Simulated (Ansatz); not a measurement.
The calculation used DFT PBE, scalar-relativistic, plane waves, PAW in Ansatz 0.2.0. Cutoff 420 eV, Γ-centred 18×18×14 mesh (2-atom cell), Gaussian smearing of 0.10 eV, no spin polarisation.

Energies over the elements count from the elements' standard structures at the same level, with no fitted energy shifts. The references include grey tin.

Q: Give a relaxed trial structure of a hexagonal metal with formula SnTe, with a formation energy near −0.16 eV/atom and about 33 Å³ per atom, in a cell of 2 atoms. Its symmetry should be P-6m2 (No. 187).

A: SnTe, space group P-6m2 (No. 187). Sn is surrounded by 6 Te at 3.23 Å; Te has 6 Sn at 3.23 Å.

```xyz
2
Lattice="4.2751 0.0000 0.0000 -2.1376 3.7024 0.0000 0.0000 0.0000 4.1626" Properties=species:S:1:pos:R:3 pbc="T T T"
Sn    2.1376    1.2341    2.0813
Te    0.0000    0.0000    0.0000
```

The volume per atom is 32.94 Å³, the density is 6.21 g/cm³ and the formation energy is −0.16 eV/atom. The gap on the 18×18×14 mesh of the 2-atom cell is 0 eV (a metal).

It was reached by relaxing an invented guess, and it needn't be the stable form of this composition. Other answers may fit too; this one was computed.

These runs have no spin–orbit coupling, which can matter for Te. The reference form of Te is held partly by dispersion forces, which this level lacks. Symmetry constrained the relaxation, so the result can be a saddle point. Another cell of SnTe relaxed alike, in P6_3/mmc, lies 12 meV/atom lower, so this cell isn't the stable form at this level.
